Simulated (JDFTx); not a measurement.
A run of JDFTx 1.7.0 (patched build):

The input ZrB2.in:

```
lattice \
    5.9904318151    -2.9952159075     0.0000000000 \
    0.0000000000     5.1878661315     0.0000000000 \
    0.0000000000     0.0000000000     6.6764023983
coords-type Lattice
ion Zr     0.0000000000     0.0000000000     0.0000000000 1
ion B      0.6666666667     0.3333333333     0.5000000000 1
ion B      0.3333333333     0.6666666667     0.5000000000 1

ion-species pseudo/Zr.upf
ion-species pseudo/B.upf
elec-cutoff 38 304
elec-ex-corr gga-PBE
kpoint-folding 10 10 8
elec-smearing Fermi 0.0018374661
elec-n-bands 15
electronic-SCF nIterations 100 energyDiffThreshold 1e-09
electronic-minimize nIterations 30 energyDiffThreshold 1e-7
converge-empty-states yes
forces-output-coords Cartesian

dump-name run.$VAR
dump End Ecomponents EigStats BandEigs Kpoints Forces Stress ElecDensity
```

Potentials or basis: PseudoDojo-SR-PBE-0.4.1-standard with smoothed tails.

Run with:

```console
$ jdftx -c 1 -i ZrB2.in -o ZrB2.out
```

Hardware: 1 thread of Intel(R) Xeon(R) 6975P-C (Granite Rapids) (shared host).

Q: Estimate the wall time of this run.

A: Wall time 68 s on 1 thread of Intel(R) Xeon(R) 6975P-C (Granite Rapids), with other jobs on the host, peak memory 0.18 GiB. Counts: scf iterations 13, bands 15, k points 70, plane waves 2320.
